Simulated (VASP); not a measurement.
# GaP (F-43m) in VASP: a series of runs

One crystal, GaP, is run at these levels: PBE; tasks: single point.

Program: VASP 6.6.1. These are calculated values, not measurements. Logs are shortened: lines on timing, memory, paths and dates and some standing lists are left out, and cuts for length are marked.

## (1) Starting point

Symmetry: F-43m, No. 216, cubic system. Conventional cell: a = 5.451 Å, b = 5.451 Å, c = 5.451 Å, α = 90.00°, β = 90.00°, γ = 90.00°. Around Ga (site symmetry -43m) lie 4 P at 2.36 Å. Around P (site symmetry -43m) lie 4 Ga at 2.36 Å.

## (2) Single point, PBE, spin-orbit coupling, no magnetisation

INCAR reads:

```
ALGO = Normal
EDIFF = 1E-7
ENCUT = 520
GGA = PE
GGA_COMPAT = F
ISIF = 2
ISMEAR = 0
LASPH = T
LCHARG = F
LNONCOLLINEAR = T
LORBIT = 11
LREAL = F
LSORBIT = T
LWAVE = F
MAGMOM = 0 0 0 0 0 0
NBANDS = 34
NELM = 100
PREC = Accurate
SIGMA = 0.02
```

KPOINTS reads:

```
k-points
0
Gamma
  6 6 6
```

POSCAR reads:

```
GaP
1.0
    0.0000000000      2.7252500000      2.7252500000
    2.7252500000      0.0000000000      2.7252500000
    2.7252500000      2.7252500000      0.0000000000
Ga P
1 1
Direct
    0.0000000000      0.0000000000      0.0000000000
    0.7500000000      0.7500000000      0.7500000000
```

Potentials or basis: VASP PAW PBE potentials, release 64 (Ga_d, P).

Launch:

```bash
> cat potpaw_PBE.64/Ga_d/POTCAR potpaw_PBE.64/P/POTCAR > POTCAR
> mpirun -np 1 vasp_ncl > vasp.out
```

OUTCAR:

```text
EDIFF = 1E-7
   ENCUT = 520
   GGA = PE
   ISIF = 2
   ISMEAR = 0
   LASPH = T
   LNONCOLLINEAR = T
   LORBIT = 11
   LREAL = F
   LSORBIT = T
   NELM = 100
   PREC = Accurate

 Found     22 irreducible k-points:

 Following reciprocal coordinates:
            Coordinates               Weight
  0.000000  0.000000  0.000000      1.000000
  0.166667  0.000000  0.000000      4.000000
 -0.166667  0.000000  0.000000      4.000000
  0.333333  0.000000  0.000000      4.000000
 -0.333333  0.000000  0.000000      4.000000
  0.500000  0.000000  0.000000      4.000000
   k-points           NKPTS =     22   k-points in BZ     NKDIM =     22   number of bands    NBANDS=     34
   number of dos      NEDOS =    301   number of ions     NIONS =      2
   total plane-waves  NPLWV =  27000
   dimension x,y,z NGX =    30 NGY =   30 NGZ =   30
   dimension x,y,z NGXF=    60 NGYF=   60 NGZF=   60
   ions per type =               1   1
   NGX,Y,Z   is equivalent  to a cutoff of  12.94, 12.94, 12.94 a.u.
   NGXF,Y,Z  is equivalent  to a cutoff of  25.88, 25.88, 25.88 a.u.
 SYSTEM =  unknown system
   PREC   = accura    normal or accurate (medium, high low for compatibility)
   ISTART =      0    job   : 0-new  1-cont  2-samecut
   ICHARG =      2    charge: 1-file 2-atom 10-const
   ISPIN  =      1    spin polarized calculation?
   LNONCOLLINEAR =      T non collinear calculations
   LSORBIT =      T    spin-orbit coupling
   LASPH  =      T    aspherical Exc in radial PAW
   ENCUT  =  520.0 eV  38.22 Ry    6.18 a.u.   7.17  7.17  7.17*2*pi/ulx,y,z
   NELM   =    100;   NELMIN=  2; NELMDL= -5     # of ELM steps
   EDIFF  = 0.1E-06   stopping-criterion for ELM
   LREAL  =      F    real-space projection
   EDIFFG = 0.1E-05   stopping-criterion for IOM
   NSW    =      0    number of steps for IOM
   IBRION =     -1    ionic relax: 0-MD 1-quasi-New 2-CG
   NFREE  =      0    steps in history (QN), initial steepest desc. (CG)
   ISIF   =      2    stress and relaxation
   ISYM   =      2    0-nonsym 1-usesym 2-fastsym
   POTIM  = 0.5000    time-step for ionic-motion
   TEBEG  =    0.0;   TEEND  =   0.0 temperature during run
   PSTRESS=    0.0 pullay stress
   NELECT =      18.0000    total number of electrons
   NUPDOWN=      -1.0000    fix difference up-down
   EMIN   =  10.00;   EMAX   =-10.00  energy-range for DOS
   EFERMI =   0.00;   METHOD = LEGACY
   ISMEAR =     0;   SIGMA  =   0.02  broadening in eV -4-tet -1-fermi 0-gaus
   EFERMI_NEDOS =   21; number of points for ismear=-14 and -15
   IALGO  =     38    algorithm
   IMIX   =      4    mixing-type and parameters
     AMIX     =   0.40;   BMIX     =  1.00
     AMIX_MAG =   1.60;   BMIX_MAG =  1.00
  volume/ion in A,a.u.               =      20.24       136.59
  Fermi-wavevector in a.u.,A,eV,Ry     =   1.249538  2.361284 21.243377  1.561344
  Thomas-Fermi vector in A             =   2.383574
   LORBIT       =     11    0 simple, 1 ext, 2 COOP (PROOUT), +10 PAW based schemes
   GGA     = PE    functional components
   LHFCALC =     F    Hartree Fock is set to
   AEXX    =    0.0000 exact exchange contribution
   IVDW    =     0    specifies the selected vdW correction
   LEPSILON=     F    determine dielectric tensor
   LRPA    =     F    only Hartree local field effects (RPA)
 Gauss-broadening in eV      SIGMA  =   0.02
  energy-cutoff  :      520.00
  volume of cell :       40.48
 maximum number of plane-waves:      2226
 NGX is ok and might be reduce to    30
   NGX = 15   NGY = 15   NGZ = 15

 number of electron      17.9999989 magnetization       0.0000000      0.0000000      0.0000000

 number of electron      17.9999989 magnetization      -0.0000000     -0.0000000     -0.0000000

 Free energy of the ion-electron system (eV)
  ---------------------------------------------------
  ext. energy  EPLUGINS =         0.00000000
  ---------------------------------------------------
  free energy    TOTEN  =        -9.10861500 eV

  energy without entropy =       -9.10861500  energy(sigma->0) =       -9.10861500

 E-fermi :   4.8449     XC(G=0):  -9.8300

 val. band max:        4.6858380197   @ k =   0.0000   0.0000   0.0000
 cond. band min:       6.3095778392   @ k =   0.5000   0.5000   0.0000
 fundamental gap:      1.6237398195
 Fermi energy:         4.8448993856

 k-point     1 :       0.0000    0.0000    0.0000
  band No.  band energies     occupation
      1     -10.1366      1.00000
      2     -10.1366      1.00000
      3     -10.1366      1.00000
      4     -10.1366      1.00000
      5      -9.7189      1.00000
      6      -9.7189      1.00000
[... 22 lines left out ...]
     29      14.4429      0.00000
     30      14.4429      0.00000

 k-point     2 :       0.1667    0.0000    0.0000
  band No.  band energies     occupation
      1     -10.1415      1.00000
      2     -10.1415      1.00000
      3     -10.1375      1.00000
      4     -10.1317      1.00000
      5      -9.7214      1.00000
      6      -9.7214      1.00000
[... 22 lines left out ...]
     29      13.6233      0.00000
     30      13.6319      0.00000

 k-point     3 :      -0.1667    0.0000    0.0000
  band No.  band energies     occupation
      1     -10.1415      1.00000
      2     -10.1415      1.00000
      3     -10.1375      1.00000
      4     -10.1317      1.00000
      5      -9.7214      1.00000
      6      -9.7214      1.00000
[... 22 lines left out ...]
     29      13.6233      0.00000
     30      13.6319      0.00000

 k-point     4 :       0.3333    0.0000    0.0000
  band No.  band energies     occupation
      1     -10.1526      1.00000
      2     -10.1526      1.00000
      3     -10.1340      1.00000
      4     -10.1282      1.00000
      5      -9.7220      1.00000
      6      -9.7220      1.00000
[... 22 lines left out ...]
     29      14.3072      0.00000
     30      14.3209      0.00000

 k-point     5 :      -0.3333    0.0000    0.0000
  band No.  band energies     occupation
      1     -10.1526      1.00000
      2     -10.1526      1.00000
      3     -10.1340      1.00000
      4     -10.1282      1.00000
      5      -9.7220      1.00000
      6      -9.7220      1.00000
[... 22 lines left out ...]
     29      14.3072      0.00000
     30      14.3209      0.00000

 k-point     6 :       0.5000    0.0000    0.0000
  band No.  band energies     occupation
      1     -10.1588      1.00000
      2     -10.1588      1.00000
      3     -10.1296      1.00000
      4     -10.1296      1.00000
      5      -9.7204      1.00000
      6      -9.7204      1.00000
[... 22 lines left out ...]
     29      16.3266      0.00000
     30      16.3266      0.00000

 [... further k-points ...]

 [bands above 30 left out]

------------------------ aborting loop because EDIFF is reached ----------------------------------------

  FORCE on cell =-STRESS in cart. coord.  units (eV):
  Direction    XX          YY          ZZ          XY          YZ          ZX
  --------------------------------------------------------------------------------------
  -------------------------------------------------------------------------------------
  Total        0.6171059      0.6171059      0.6171059      0.0000000      0.0000000      0.0000000
  in kB       24.4242490     24.4242490     24.4242490      0.0000000      0.0000000      0.0000000
  external PRESSURE =      24.4242490 kB  Pullay stress =       0.0000000 kB

 VOLUME and BASIS-vectors are now :
 -----------------------------------------------------------------------------
  energy-cutoff  :      520.00
  volume of cell :       40.48
      direct lattice vectors                 reciprocal lattice vectors
     0.000000000  2.725250000  2.725250000    -0.183469406  0.183469406  0.183469406
     2.725250000  0.000000000  2.725250000     0.183469406 -0.183469406  0.183469406
     2.725250000  2.725250000  0.000000000     0.183469406  0.183469406 -0.183469406

 POSITION                                       TOTAL-FORCE (eV/Angst)
 -----------------------------------------------------------------------------------
      0.00000      0.00000      0.00000        -0.000000     -0.000000     -0.000000
      4.08788      4.08788      4.08788         0.000000      0.000000      0.000000
 -----------------------------------------------------------------------------------
    total drift:                               -0.000000     -0.000000     -0.000000

  FREE ENERGIE OF THE ION-ELECTRON SYSTEM (eV)
  ---------------------------------------------------
  free  energy   TOTEN  =        -9.1086149971 eV

  energy  without entropy=       -9.1086149971  energy(sigma->0) =       -9.10861500

 Spin-Orbit-Coupling matrix elements

 Ion:    1  E_soc:     -0.0117240
 l=   1
     0.0000000    -0.0011012    -0.0011012
    -0.0011012     0.0000000    -0.0011012
    -0.0011012    -0.0011012     0.0000000
 l=   2
     0.0000000    -0.0001739     0.0000000    -0.0001739    -0.0006789
    -0.0001739     0.0000000    -0.0005092    -0.0001739    -0.0001697
     0.0000000    -0.0005092     0.0000000    -0.0005092     0.0000000
    -0.0001739    -0.0001739    -0.0005092     0.0000000    -0.0001697
    -0.0006789    -0.0001697     0.0000000    -0.0001697     0.0000000
 l=   3
     0.0000000     0.0000000     0.0000000     0.0000000     0.0000000     0.0000000     0.0000000
     0.0000000     0.0000000     0.0000000     0.0000000     0.0000000     0.0000000     0.0000000
     0.0000000     0.0000000     0.0000000     0.0000000     0.0000000     0.0000000     0.0000000
     0.0000000     0.0000000     0.0000000     0.0000000     0.0000000     0.0000000     0.0000000
     0.0000000     0.0000000     0.0000000     0.0000000     0.0000000     0.0000000     0.0000000
     0.0000000     0.0000000     0.0000000     0.0000000     0.0000000     0.0000000     0.0000000
     0.0000000     0.0000000     0.0000000     0.0000000     0.0000000     0.0000000     0.0000000

 Ion:    2  E_soc:     -0.0008823
 l=   1
     0.0000000    -0.0001470    -0.0001470
    -0.0001470     0.0000000    -0.0001470
    -0.0001470    -0.0001470     0.0000000
 l=   2
     0.0000000     0.0000000     0.0000000     0.0000000     0.0000000
     0.0000000     0.0000000     0.0000000     0.0000000     0.0000000
     0.0000000     0.0000000     0.0000000     0.0000000     0.0000000
     0.0000000     0.0000000     0.0000000     0.0000000     0.0000000
     0.0000000     0.0000000     0.0000000     0.0000000     0.0000000
 l=   3
     0.0000000     0.0000000     0.0000000     0.0000000     0.0000000     0.0000000     0.0000000
     0.0000000     0.0000000     0.0000000     0.0000000     0.0000000     0.0000000     0.0000000
     0.0000000     0.0000000     0.0000000     0.0000000     0.0000000     0.0000000     0.0000000
     0.0000000     0.0000000     0.0000000     0.0000000     0.0000000     0.0000000     0.0000000
     0.0000000     0.0000000     0.0000000     0.0000000     0.0000000     0.0000000     0.0000000
     0.0000000     0.0000000     0.0000000     0.0000000     0.0000000     0.0000000     0.0000000
     0.0000000     0.0000000     0.0000000     0.0000000     0.0000000     0.0000000     0.0000000

 total charge

# of ion       s       p       d       tot
------------------------------------------
    1        0.859   0.850  10.013  11.722
    2        1.019   1.528   0.000   2.547
--------------------------------------------------
tot          1.878   2.379  10.013  14.269

 magnetization (x)

# of ion       s       p       d       tot
------------------------------------------
    1       -0.000   0.000  -0.000   0.000
    2        0.000   0.000   0.000   0.000
--------------------------------------------------
tot         -0.000   0.000  -0.000   0.000

 magnetization (y)

# of ion       s       p       d       tot
------------------------------------------
    1        0.000   0.000   0.000   0.000
    2        0.000   0.000   0.000   0.000
--------------------------------------------------
tot          0.000   0.000   0.000   0.000

 magnetization (z)

# of ion       s       p       d       tot
------------------------------------------
    1       -0.000   0.000   0.000   0.000
    2        0.000   0.000   0.000   0.000
--------------------------------------------------
tot         -0.000   0.000   0.000   0.000
```

It took 39 s on 1 thread of AMD EPYC 9R45 (Zen 5), shared host; peak memory 0.26 GiB.

These settings aren't checked as converged: the numbers below hold their error.

What came out:

```yaml
Free_energy: -9.1086 eV
Pressure: 2.4 GPa
Valence_electrons_inside_the_program's_atomic_spheres: Ga 11.72; P 2.55
```

## (3) Single point, PBE, spin-orbit coupling, no magnetisation

INCAR: that of step 2 with these lines changed.

```diff
@@ -1,4 +1,4 @@
 ALGO = Normal
-EDIFF = 1E-7
-ENCUT = 520
+EDIFF = 0.001
+ENCUT = 400
 GGA = PE
```

KPOINTS reads:

```
k-points
0
Gamma
  7 7 7
```

POSCAR is that of step 2.

Potentials or basis: VASP PAW PBE potentials, release 64 (Ga_d, P).

Launch:

```bash
> cat potpaw_PBE.64/Ga_d/POTCAR potpaw_PBE.64/P/POTCAR > POTCAR
> mpirun -np 1 vasp_ncl > vasp.out
```

OUTCAR:

```text
EDIFF = 0.001
   ENCUT = 400
   GGA = PE
   ISIF = 2
   ISMEAR = 0
   LASPH = T
   LNONCOLLINEAR = T
   LORBIT = 11
   LREAL = F
   LSORBIT = T
   NELM = 100
   PREC = Accurate

 Found     30 irreducible k-points:

 Following reciprocal coordinates:
            Coordinates               Weight
  0.000000  0.000000  0.000000      1.000000
  0.142857  0.000000  0.000000      4.000000
 -0.142857  0.000000  0.000000      4.000000
  0.285714  0.000000  0.000000      4.000000
 -0.285714  0.000000  0.000000      4.000000
  0.428571  0.000000  0.000000      4.000000
   k-points           NKPTS =     30   k-points in BZ     NKDIM =     30   number of bands    NBANDS=     34
   number of dos      NEDOS =    301   number of ions     NIONS =      2
   total plane-waves  NPLWV =  21952
   dimension x,y,z NGX =    28 NGY =   28 NGZ =   28
   dimension x,y,z NGXF=    56 NGYF=   56 NGZF=   56
   ions per type =               1   1
   NGX,Y,Z   is equivalent  to a cutoff of  12.08, 12.08, 12.08 a.u.
   NGXF,Y,Z  is equivalent  to a cutoff of  24.16, 24.16, 24.16 a.u.
 SYSTEM =  unknown system
   PREC   = accura    normal or accurate (medium, high low for compatibility)
   ISTART =      0    job   : 0-new  1-cont  2-samecut
   ICHARG =      2    charge: 1-file 2-atom 10-const
   ISPIN  =      1    spin polarized calculation?
[... 318 lines left out ...]
     0.0000000     0.0000000     0.0000000     0.0000000     0.0000000     0.0000000     0.0000000
     0.0000000     0.0000000     0.0000000     0.0000000     0.0000000     0.0000000     0.0000000
     0.0000000     0.0000000     0.0000000     0.0000000     0.0000000     0.0000000     0.0000000
     0.0000000     0.0000000     0.0000000     0.0000000     0.0000000     0.0000000     0.0000000

 Ion:    2  E_soc:     -0.0008896
 l=   1
     0.0000000    -0.0001483    -0.0001483
    -0.0001483     0.0000000    -0.0001483
    -0.0001483    -0.0001483     0.0000000
 l=   2
     0.0000000     0.0000000     0.0000000     0.0000000     0.0000000
     0.0000000     0.0000000     0.0000000     0.0000000     0.0000000
     0.0000000     0.0000000     0.0000000     0.0000000     0.0000000
     0.0000000     0.0000000     0.0000000     0.0000000     0.0000000
     0.0000000     0.0000000     0.0000000     0.0000000     0.0000000
 l=   3
     0.0000000     0.0000000     0.0000000     0.0000000     0.0000000     0.0000000     0.0000000
     0.0000000     0.0000000     0.0000000     0.0000000     0.0000000     0.0000000     0.0000000
     0.0000000     0.0000000     0.0000000     0.0000000     0.0000000     0.0000000     0.0000000
     0.0000000     0.0000000     0.0000000     0.0000000     0.0000000     0.0000000     0.0000000
     0.0000000     0.0000000     0.0000000     0.0000000     0.0000000     0.0000000     0.0000000
     0.0000000     0.0000000     0.0000000     0.0000000     0.0000000     0.0000000     0.0000000
     0.0000000     0.0000000     0.0000000     0.0000000     0.0000000     0.0000000     0.0000000

 total charge

# of ion       s       p       d       tot
------------------------------------------
    1        0.861   0.850  10.012  11.723
    2        1.020   1.525   0.000   2.545
--------------------------------------------------
tot          1.881   2.375  10.012  14.268

 magnetization (x)

# of ion       s       p       d       tot
------------------------------------------
    1       -0.000   0.000   0.000  -0.000
    2        0.000  -0.000   0.000  -0.000
--------------------------------------------------
tot         -0.000  -0.000   0.000  -0.000

 magnetization (y)

# of ion       s       p       d       tot
------------------------------------------
    1        0.000   0.000  -0.000   0.000
    2        0.000  -0.000   0.000  -0.000
--------------------------------------------------
tot          0.000  -0.000  -0.000  -0.000

 magnetization (z)

# of ion       s       p       d       tot
------------------------------------------
    1        0.000   0.000  -0.000   0.000
    2       -0.000  -0.000   0.000  -0.000
--------------------------------------------------
tot          0.000  -0.000  -0.000  -0.000
```

Run time: 29 s. Hardware: 1 thread of AMD EPYC 9R45 (Zen 5), shared host; peak memory 0.22 GiB.

The run converged, but some of its settings lie outside the range that counts as converged, so its numbers aren't taken as properties of the crystal.

Results:

```yaml
Free_energy: -9.1173 eV
Pressure: 0.7 GPa
Valence_electrons_inside_the_program's_atomic_spheres: Ga 11.72; P 2.54
```

## (4) Single point, PBE, spin-orbit coupling, no magnetisation

INCAR: that of step 3 with these lines changed.

```diff
@@ -1,3 +1,3 @@
 ALGO = Normal
-EDIFF = 0.001
+EDIFF = 1E-5
 ENCUT = 400
```

KPOINTS is that of step 3.

POSCAR is that of step 3.

Launch:

```bash
> cat potpaw_PBE.64/Ga_d/POTCAR potpaw_PBE.64/P/POTCAR > POTCAR
> mpirun -np 1 vasp_ncl > vasp.out
```

Run time: 42 s. Hardware: 1 thread of AMD EPYC 9R45 (Zen 5), shared host; peak memory 0.22 GiB.

These settings aren't checked as converged: the numbers below hold their error.

What came out:

```yaml
Free_energy: -9.1175 eV
Pressure: 2.2 GPa
Valence_electrons_inside_the_program's_atomic_spheres: Ga 11.72; P 2.55
```
